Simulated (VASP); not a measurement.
Cd: single point with PBE

Crystal: Cd.

```
CELL_PARAMETERS angstrom
1.65998 0.85996 2.56729
-1.64297 0.90298 2.53981
0.04576 -1.71657 2.53597
ATOMIC_POSITIONS crystal
Cd 0.00000 0.00000 0.00000
```

This isn't the form of Cd at room conditions, which is hcp.

The cell isn't the ideal one: cell sheared at random, sigma 0.03, atoms nudged by 0.01 Å.

| Item | Value |
| --- | --- |
| Program | VASP 6.6.1 |
| Task | single point |
| Functional | PBE |
| Potentials or basis | VASP PAW PBE potentials, release 64 (Cd) |
| Cutoff | 520 eV |
| k mesh | 10 × 10 × 11 |
| Occupations | fermi-dirac, width 0.05 eV |
| Spin | no spin polarisation |
| Further INCAR settings | ALGO = Normal; EDIFF = 1e-07; NBANDS = 12 |

- Pressure: 2.6 GPa
- Band gap on the k mesh: none (metal or under the smearing width)

Stress tensor (GPa, compression positive):
```
 3.14  0.20 -0.68
 0.20  2.68 -0.29
-0.68 -0.29  2.13
```

Levels at points of the mesh, in eV from the Fermi level:
```csv
k point,band 4,band 5,band 6,band 7,band 8,band 9
"(0.00, 0.00, 0.00)",-8.75,-8.72,-8.59,13.19,13.88,14.98
"(0.50, 0.00, 0.00)",-8.44,-8.24,-2.44,-1.62,12.95,13.09
"(0.00, 0.50, 0.00)",-8.42,-8.27,-2.53,-1.85,12.38,13.50
"(0.50, 0.50, 0.00)",-8.24,-8.16,-0.43,1.94,5.25,7.64
```

Run time: 71 s on 1 thread of Intel(R) Xeon(R) Platinum 8259CL CPU @ 2.50GHz (Skylake/Cascade Lake) (shared host), peak memory 0.25 GiB.
